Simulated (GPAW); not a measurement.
# SnO2 (Cassiterite) (P4_2/mnm) in GPAW: further runs

One crystal, SnO2 (Cassiterite), is run at these levels: PBE; tasks: single point.

Program: GPAW 26.7.0. These are calculated values, not measurements. Logs are shortened: lines on timing, memory, paths and dates and some standing lists are left out, and cuts for length are marked. The log counts tension as positive stress, the text compression.

### Step 1. The crystal as given

Symmetry: P4_2/mnm, No. 136, tetragonal system. The conventional cell has a = 4.738 Å, b = 4.738 Å, c = 3.187 Å, α = 90.00°, β = 90.00°, γ = 90.00°. Sn (site symmetry mmm) is surrounded by 6 O at 2.05 to 2.06 Å. O (site symmetry m2m) has 3 Sn at 2.05 to 2.06 Å as nearest neighbours.

### Step 2. Single point, PBE

Input file run.py:

```python
from ase import Atoms
from ase.dft.bandgap import bandgap
from ase.io import write
from ase.units import GPa
from gpaw import GPAW, PW

atoms = Atoms(['Sn', 'Sn', 'O', 'O', 'O', 'O'],
              cell=[[4.738, 0.0, 0.0],
                    [0.0, 4.738, 0.0],
                    [0.0, 0.0, 3.1865]],
              scaled_positions=[[0.5, 0.5, 0.5],
                                [0.0, 0.0, 0.0],
                                [0.8071, 0.1929, 0.5],
                                [0.6929, 0.6929, 0.0],
                                [0.1929, 0.8071, 0.5],
                                [0.3071, 0.3071, 0.0]],
              pbc=True)

calc = GPAW(mode=PW(600),
            xc='PBE',
            kpts={'size': (5, 5, 7), 'gamma': True},
            occupations={'name': 'fermi-dirac', 'width': 0.05},
            nbands=43,
            convergence={'density': 1e-05, 'energy': 1e-05},
            maxiter=80,
            txt='gpaw.txt')
atoms.calc = calc
energy = atoms.get_potential_energy()
forces = atoms.get_forces()
stress = atoms.get_stress()
calc.write('gs.gpw')
write('result.traj', atoms)
print(f'Energy: {energy:.6f} eV')
print('Forces (eV/A):')
print(forces.round(4))
print('Stress (GPa):', (stress / GPa).round(3))
print('Fermi level:', round(calc.get_fermi_level(), 4), 'eV')
print(f'Gap: {bandgap(calc)[0]:.4f} eV, direct: {bandgap(calc, direct=True)[0]:.4f} eV')
```

Potentials or basis: GPAW PAW data sets (gpaw-data 1.2.1), pw.

Launch:

```
$ OMP_NUM_THREADS=1 python run.py
```

gpaw.txt:

```text
__  _  _
 | _ |_)|_||  |
 |__||  | ||/\| - 26.7.0

Input parameters:
  mode=PW(ecut=600.0),
  convergence={'density': 1e-05, 'energy': 1e-05},
  kpts=MonkhorstPack(size=(5, 5, 7), gamma=True),
  maxiter=80,
  nbands=43,
  occupations=Occupations(name='fermi-dirac', width=0.05),
  xc=XC(name='PBE')

Diagonalizing LCAO Hamiltonian
Converting LCAO to pw mode
    .-----------.
   /|           |
  / |           |
 *  | O         |
 |  .---Sn-O----.
 | /       O   /
 |/   O       /
 Sn----------*

Atoms  # Å, Bohr magnetons
|   | symbol |        x |        y |        z |    initial magnetic moments |
|---|--------|----------|----------|----------|-----------------------------|
| 0 |     Sn | 2.369000 | 2.369000 | 1.593250 | ( 0.0000,  0.0000,  0.0000) |
| 1 |     Sn | 0.000000 | 0.000000 | 0.000000 | ( 0.0000,  0.0000,  0.0000) |
| 2 |      O | 3.824040 | 0.913960 | 1.593250 | ( 0.0000,  0.0000,  0.0000) |
| 3 |      O | 3.282960 | 3.282960 | 0.000000 | ( 0.0000,  0.0000,  0.0000) |
| 4 |      O | 0.913960 | 3.824040 | 1.593250 | ( 0.0000,  0.0000,  0.0000) |
| 5 |      O | 1.455040 | 1.455040 | 0.000000 | ( 0.0000,  0.0000,  0.0000) |

Unit cell  # Å
| periodic |        x |        y |        z |  lengths |    angles |
|----------|----------|----------|----------|----------|-----------|
|      yes | 4.738000 | 0.000000 | 0.000000 | 4.738000 | 90.000000 |
|      yes | 0.000000 | 4.738000 | 0.000000 | 4.738000 | 90.000000 |
|      yes | 0.000000 | 0.000000 | 3.186500 | 3.186500 | 90.000000 |

Number of symmetries: 8
Symmetry operations  # r_c * U_cc + t_c -> r_c
|   | kind |            matrix            |
|---|------|------------------------------|
| 0 |  E   |  1, 0, 0,  0, 1, 0,  0, 0, 1 |
| 1 |  σ   |  1, 0, 0,  0, 1, 0,  0, 0,-1 |
| 2 |  σ   |  0, 1, 0,  1, 0, 0,  0, 0, 1 |
| 3 |  C2  |  0, 1, 0,  1, 0, 0,  0, 0,-1 |
| 4 |  σ   |  0,-1, 0, -1, 0, 0,  0, 0, 1 |
| 5 |  C2  |  0,-1, 0, -1, 0, 0,  0, 0,-1 |
| 6 |  C2  | -1, 0, 0,  0,-1, 0,  0, 0, 1 |
| 7 |  i   | -1, 0, 0,  0,-1, 0,  0, 0,-1 |

BZ-sampling:
  Number of BZ points: 175
  Number of IBZ points: 36

  Monkhorst-Pack size: [5, 5, 7]
  Monkhorst-Pack shift: [0, 0, 0]

K-points  # in reciprocal-cell coordinates
|     |                                coordinates |     weight |
|-----|--------------------------------------------|------------|
|   0 | (  0.00000000,   0.00000000,   0.00000000) | 0.00571429 |
|   1 | (  0.00000000,   0.00000000,   0.14285714) | 0.01142857 |
|   2 | (  0.00000000,   0.00000000,   0.28571429) | 0.01142857 |
|   3 | (  0.00000000,   0.00000000,   0.42857143) | 0.01142857 |
|   4 | (  0.20000000,  -0.20000000,   0.00000000) | 0.01142857 |
|   5 | (  0.20000000,  -0.20000000,   0.14285714) | 0.02285714 |
|   6 | (  0.20000000,  -0.20000000,   0.28571429) | 0.02285714 |
|   7 | (  0.20000000,  -0.20000000,   0.42857143) | 0.02285714 |
|   8 | (  0.20000000,   0.00000000,   0.00000000) | 0.02285714 |
|   9 | (  0.20000000,   0.00000000,   0.14285714) | 0.04571429 |
| ... |                                            |            |
|  35 | (  0.40000000,   0.40000000,   0.42857143) | 0.02285714 |

Plane wave coefficients: 2409
Cutoff: 600.0 eV

Spin-components: 1 (collinear spins)
Bands:           43
Projectors:      32
Spin-degeneracy: 2
Datatype:        complex128

Density:
  Valence electrons: 52.0
  Components: 1
  Grid points: [27 27 20]
  Charge: 0.0  # |e|

Potential:
  Grid points: [27 27 20]

species:
  Sn:
    name:    Tin
    Z:       50.0
    valence: 14
    core:    36
    charge:  0.0  # [|e|]
    compensation charges:
      type: gauss
      rc: 0.38  # [Å]
      lmax: 2
    cutoffs:
      filter: 2.23  # [Å]
      core: 2.35  # [Å]
    projectors
    | kind |    occ | energy [eV] | rcut [Å] |
    |------|--------|-------------|----------|
    |   5s |  2.000 |     -10.538 |    1.201 |
    |   5p |  2.000 |      -3.696 |    1.270 |
    |   4d | 10.000 |     -25.845 |    1.185 |
    |    s |        |      16.674 |    1.201 |
    |    p |        |      23.515 |    1.270 |
    |    d |        |       1.367 |    1.185 |

    Using partial waves for Sn as LCAO basis

  O:
    name:    Oxygen
    Z:       8.0
    valence: 6
    core:    2
    charge:  0.0  # [|e|]
    compensation charges:
      type: gauss
      rc: 0.21  # [Å]
      lmax: 2
    cutoffs:
      filter: 1.17  # [Å]
      core: 0.83  # [Å]
    projectors
    | kind |    occ | energy [eV] | rcut [Å] |
    |------|--------|-------------|----------|
    |   2s |  2.000 |     -23.961 |    0.688 |
    |   2p |  4.000 |      -9.029 |    0.598 |
    |    s |        |       3.251 |    0.688 |
    |    p |        |      18.182 |    0.598 |
    |    d |        |       0.000 |    0.619 |

    Using partial waves for O as LCAO basis

Reference energy: -344184.795819  # eV

eigensolver:
  PPCG
  Converge bands: occupied
  niter=2

density mixing:
  MSR1-Mixer
  Pratt-step length: 0.05
  Maximum mixing coefficient: 0.75
  Old densities: 10
  SVD Regularization: 0.005
  Good broyden scale: 1.0
  Trust region scale: 1.0
  Backstep threshold: 4.0
  History deletion threshold: 6.0
  Fourier metric: weight=20.0, sigma=0.015

occupation numbers:
  Fermi-Dirac:
    width: 0.0500  # eV

poisson solver:
  ecut: 4800.0  # eV

xc functional:
  name: PBE with 2 nearest neighbor stencil

convergence criteria:
- Maximum integral of absolute [dens]ity change: 1e-05 electrons / valence electron
- Maximum [total energy] change in last 3 cyles: 1e-05 eV / valence electron
- Maximum integral of absolute [eigenst]ate change: 4e-08 eV^2 / valence electron
maximum number of iterations: 80

SCF iterations
|iter     | |      energy | eigst |  dens |
|---------|-|-------------|-------|-------|
|iter:   1| |  -44.149710 | +0.36 |       |
|iter:   2| |  -42.691135 | -1.35 | -0.87 |
|iter:   3| |  -38.467810 | -0.80 | -0.93 |
|iter:   4| |  -38.433924 | -2.68 | -1.48 |
|iter:   5| |  -38.442998 | -3.31 | -1.80 |
|iter:   6| |  -38.443532 | -4.43 | -2.85 |
|iter:   7| |  -38.443386 | -5.00 | -3.13 |
|iter:   8| |  -38.443428c| -5.80 | -3.40 |
|iter:   9| |  -38.443429c| -7.57c| -4.43 |
|iter:  10| |  -38.443429c| -7.61c| -4.89 |
|iter:  11| |  -38.443429c| -8.20c| -5.49c|

Converged in 11 steps
Energy contributions relative to reference atoms: (reference = -344184.795819)

Energy contributions:
  Kinetic:          78.604483
  Coulomb:         -68.650081
  Zero:             -0.069619
  External:          0.000000
  Xc:              -48.328212
  Entropy:          -0.000000
  Spinorbit:         0.000000
  ----------------------------
  Free energy:     -38.443429
  Extrapolated:    -38.443429

dipole moment: (-15.483168, -15.483168, -28.293164)  # |e|*Ang

Fermi level: 6.735
Eigenvalues  # (at kpt = [0.000, 0.000, 0.000])
| band index |      eig [eV] | occ [0-2] |
|------------|---------------|-----------|
|          0 |       -15.026 |     2.000 |
|        ... |               |           |
|         18 |         2.981 |     2.000 |
|         19 |         4.031 |     2.000 |
|         20 |         4.160 |     2.000 |
|         21 |         4.865 |     2.000 |
|         22 |         4.865 |     2.000 |
|         23 |         5.303 |     2.000 |
[... 8 lines left out ...]
|         32 |        18.211 |     0.000 |
|         33 |        18.211 |     0.000 |
|        ... |               |           |
|         42 |        26.024 |     0.000 |

Gap: 1.311 eV
Transition (v -> c):
  (s=0, k=0, n=25, [0.00, 0.00, 0.00]) -> (s=0, k=0, n=26, [0.00, 0.00, 0.00])
No difference between direct/indirect transitions

Forces  # eV/Ang
|        x |        y |       z |
|----------|----------|---------|
| -0.00000 |  0.00000 | 0.00000 |  # Sn   0
| -0.00000 | -0.00000 | 0.00000 |  # Sn   1
| -0.17150 |  0.17150 | 0.00000 |  # O    2
|  0.19322 |  0.19322 | 0.00000 |  # O    3
|  0.17150 | -0.17150 | 0.00000 |  # O    4
| -0.19322 | -0.19322 | 0.00000 |  # O    5

Stress tensor  # eV/Ang^3
|         x |         y |         z |
|-----------|-----------|-----------|
| -0.023217 | -0.000033 |  0.000000 |
| -0.000033 | -0.023217 |  0.000000 |
|  0.000000 |  0.000000 | -0.039515 |

# Writing to gs.gpw (mode='')
```

It took 58 s on 1 thread of Arm Neoverse V2, shared host; peak memory 0.23 GiB.

What came out:

```yaml
Free_energy: -38.4434 eV
Pressure: 4.6 GPa
Largest_force: 0.273 eV/Å
Band_gap_on_the_k_mesh: 1.31 eV, direct
```

Forces in eV/Å, atoms in the order of the input:
```
Sn   0.000  0.000  0.000
Sn   0.000  0.000  0.000
O   -0.171  0.171  0.000
O    0.193  0.193  0.000
O    0.171 -0.171  0.000
O   -0.193 -0.193  0.000
```

Stress tensor (GPa, compression positive):
```
3.72 0.01 0.00
0.01 3.72 0.00
0.00 0.00 6.33
```

Caveat: the cutoff is short for stress and forces, so pressures can be off by a GPa or more; spin-orbit coupling is left out, which moves the levels of the heavy elements. PBE gaps usually lie below the measured ones, often by a third to a half.

### Step 3. Single point, PBE

Input file run.py:

```python
from ase.dft.bandgap import bandgap
from ase.io import read, write
from ase.units import GPa
from gpaw import GPAW, PW

atoms = read('SnO2.cif')

calc = GPAW(mode=PW(1200),
            xc='PBE',
            kpts={'size': (4, 4, 5), 'gamma': True},
            occupations={'name': 'fermi-dirac', 'width': 0.05},
            nbands=43,
            convergence={'density': 1e-05, 'energy': 1e-05},
            maxiter=100,
            txt='gpaw.txt')
atoms.calc = calc
energy = atoms.get_potential_energy()
forces = atoms.get_forces()
stress = atoms.get_stress()
calc.write('gs.gpw')
write('result.traj', atoms)
print(f'Energy: {energy:.6f} eV')
print('Forces (eV/A):')
print(forces.round(4))
print('Stress (GPa):', (stress / GPa).round(3))
print('Fermi level:', round(calc.get_fermi_level(), 4), 'eV')
print(f'Gap: {bandgap(calc)[0]:.4f} eV, direct: {bandgap(calc, direct=True)[0]:.4f} eV')
```

Input file SnO2.cif:

```cif
data_SnO2
_cell_length_a 4.73800000
_cell_length_b 4.73800000
_cell_length_c 3.18650000
_cell_angle_alpha 90.00000000
_cell_angle_beta 90.00000000
_cell_angle_gamma 90.00000000
_space_group_name_H-M_alt 'P4_2/mnm'
_space_group_name_Hall '-P 4n 2n'
_space_group_IT_number 136
loop_
_space_group_symop_operation_xyz
'x,y,z'
'-x,-y,-z'
'-y+1/2,x+1/2,z+1/2'
'y+1/2,-x+1/2,-z+1/2'
'-x,-y,z'
'x,y,-z'
'y+1/2,-x+1/2,z+1/2'
'-y+1/2,x+1/2,-z+1/2'
'x+1/2,-y+1/2,-z+1/2'
'-x+1/2,y+1/2,z+1/2'
'-y,-x,-z'
'y,x,z'
'-x+1/2,y+1/2,-z+1/2'
'x+1/2,-y+1/2,z+1/2'
'y,x,-z'
'-y,-x,z'
loop_
_atom_site_label
_atom_site_type_symbol
_atom_site_symmetry_multiplicity
_atom_site_Wyckoff_symbol
_atom_site_fract_x
_atom_site_fract_y
_atom_site_fract_z
_atom_site_occupancy
Sn1 Sn 2 a 0.5000000000 0.5000000000 0.5000000000 1
O1 O 4 f 0.8071000000 0.1929000000 0.5000000000 1
```

Potentials or basis: GPAW PAW data sets (gpaw-data 1.2.1), pw.

Launch:

```
$ OMP_NUM_THREADS=1 python run.py
```

gpaw.txt:

```text
__  _  _
 | _ |_)|_||  |
 |__||  | ||/\| - 26.7.0

Input parameters:
  mode=PW(ecut=1200.0),
  convergence={'density': 1e-05, 'energy': 1e-05},
  kpts=MonkhorstPack(size=(4, 4, 5), gamma=True),
  maxiter=100,
  nbands=43,
  occupations=Occupations(name='fermi-dirac', width=0.05),
  xc=XC(name='PBE')

Diagonalizing LCAO Hamiltonian
Converting LCAO to pw mode
    .-----------.
   /|           |
  / |           |
 *  | O         |
 |  .---Sn-O----.
 | /       O   /
 |/   O       /
 Sn----------*

Atoms  # Å, Bohr magnetons
|   | symbol |        x |        y |        z |    initial magnetic moments |
|---|--------|----------|----------|----------|-----------------------------|
| 0 |     Sn | 2.369000 | 2.369000 | 1.593250 | ( 0.0000,  0.0000,  0.0000) |
| 1 |     Sn | 0.000000 | 0.000000 | 0.000000 | ( 0.0000,  0.0000,  0.0000) |
| 2 |      O | 3.824040 | 0.913960 | 1.593250 | ( 0.0000,  0.0000,  0.0000) |
| 3 |      O | 0.913960 | 3.824040 | 1.593250 | ( 0.0000,  0.0000,  0.0000) |
| 4 |      O | 1.455040 | 1.455040 | 0.000000 | ( 0.0000,  0.0000,  0.0000) |
| 5 |      O | 3.282960 | 3.282960 | 0.000000 | ( 0.0000,  0.0000,  0.0000) |

Unit cell  # Å
| periodic |        x |        y |        z |  lengths |    angles |
|----------|----------|----------|----------|----------|-----------|
|      yes | 4.738000 | 0.000000 | 0.000000 | 4.738000 | 90.000000 |
|      yes | 0.000000 | 4.738000 | 0.000000 | 4.738000 | 90.000000 |
|      yes | 0.000000 | 0.000000 | 3.186500 | 3.186500 | 90.000000 |
[... 144 lines left out ...]

SCF iterations
|iter     | |      energy | eigst |  dens |
|---------|-|-------------|-------|-------|
|iter:   1| |  -44.538540 | +0.63 |       |
|iter:   2| |  -43.076240 | -1.23 | -0.87 |
|iter:   3| |  -38.791821 | -0.74 | -0.93 |
|iter:   4| |  -38.766088 | -2.66 | -1.48 |
|iter:   5| |  -38.776470 | -3.27 | -1.80 |
|iter:   6| |  -38.776689 | -4.23 | -2.78 |
|iter:   7| |  -38.776521c| -4.90 | -3.05 |
|iter:   8| |  -38.776567c| -5.74 | -3.40 |
|iter:   9| |  -38.776568c| -7.57c| -4.47 |
|iter:  10| |  -38.776568c| -7.51c| -4.90 |
|iter:  11| |  -38.776568c| -8.16c| -5.57c|

Converged in 11 steps
Energy contributions relative to reference atoms: (reference = -344184.795819)

Energy contributions:
  Kinetic:          81.526210
  Coulomb:         -72.063696
  Zero:              0.205991
  External:          0.000000
  Xc:              -48.445073
  Entropy:          -0.000000
  Spinorbit:         0.000000
  ----------------------------
  Free energy:     -38.776568
  Extrapolated:    -38.776568

dipole moment: (-15.482749, -15.482749, -28.278473)  # |e|*Ang

Fermi level: 6.733
Eigenvalues  # (at kpt = [0.000, 0.000, 0.000])
| band index |      eig [eV] | occ [0-2] |
|------------|---------------|-----------|
|          0 |       -15.025 |     2.000 |
|        ... |               |           |
|         18 |         2.979 |     2.000 |
|         19 |         4.032 |     2.000 |
|         20 |         4.160 |     2.000 |
|         21 |         4.863 |     2.000 |
|         22 |         4.863 |     2.000 |
|         23 |         5.300 |     2.000 |
[... 8 lines left out ...]
|         32 |        18.211 |     0.000 |
|         33 |        18.211 |     0.000 |
|        ... |               |           |
|         42 |        26.067 |     0.000 |

Gap: 1.314 eV
Transition (v -> c):
  (s=0, k=0, n=25, [0.00, 0.00, 0.00]) -> (s=0, k=0, n=26, [0.00, 0.00, 0.00])
No difference between direct/indirect transitions

Forces  # eV/Ang
|        x |        y |       z |
|----------|----------|---------|
|  0.00000 |  0.00000 | 0.00000 |  # Sn   0
|  0.00000 |  0.00000 | 0.00000 |  # Sn   1
| -0.17988 |  0.17988 | 0.00000 |  # O    2
|  0.17988 | -0.17988 | 0.00000 |  # O    3
| -0.17988 | -0.17988 | 0.00000 |  # O    4
|  0.17988 |  0.17988 | 0.00000 |  # O    5

Stress tensor  # eV/Ang^3
|         x |         y |         z |
|-----------|-----------|-----------|
| -0.055558 |  0.000000 |  0.000000 |
|  0.000000 | -0.055558 |  0.000000 |
|  0.000000 |  0.000000 | -0.070781 |

# Writing to gs.gpw (mode='')
```

stdout:

```text
Energy: -38.776568 eV
Forces (eV/A):
[[ 0.      0.      0.    ]
 [ 0.      0.      0.    ]
 [-0.1799  0.1799  0.    ]
 [ 0.1799 -0.1799  0.    ]
 [-0.1799 -0.1799  0.    ]
 [ 0.1799  0.1799  0.    ]]
Stress (GPa): [ -8.901  -8.901 -11.34    0.      0.      0.   ]
Fermi level: 6.7325 eV
Gap: 1.3144 eV, direct: 1.3144 eV
```

Run time: 2 min. Hardware: 1 thread of Arm Neoverse V1, shared host; peak memory 0.34 GiB.

What came out:

- Free energy: -38.7766 eV
- Pressure: 9.7 GPa
- Largest force: 0.254 eV/Å
- Band gap on the k mesh: 1.31 eV, direct

Forces in eV/Å, atoms in the order of the input:
```
Sn   0.000  0.000  0.000
Sn   0.000  0.000  0.000
O   -0.180  0.180  0.000
O    0.180 -0.180  0.000
O   -0.180 -0.180  0.000
O    0.180  0.180  0.000
```

Caveat: the k mesh is coarse; spin-orbit coupling is left out, which moves the levels of the heavy elements. A hybrid or GW would open this gap; PBE tends to underestimate it.
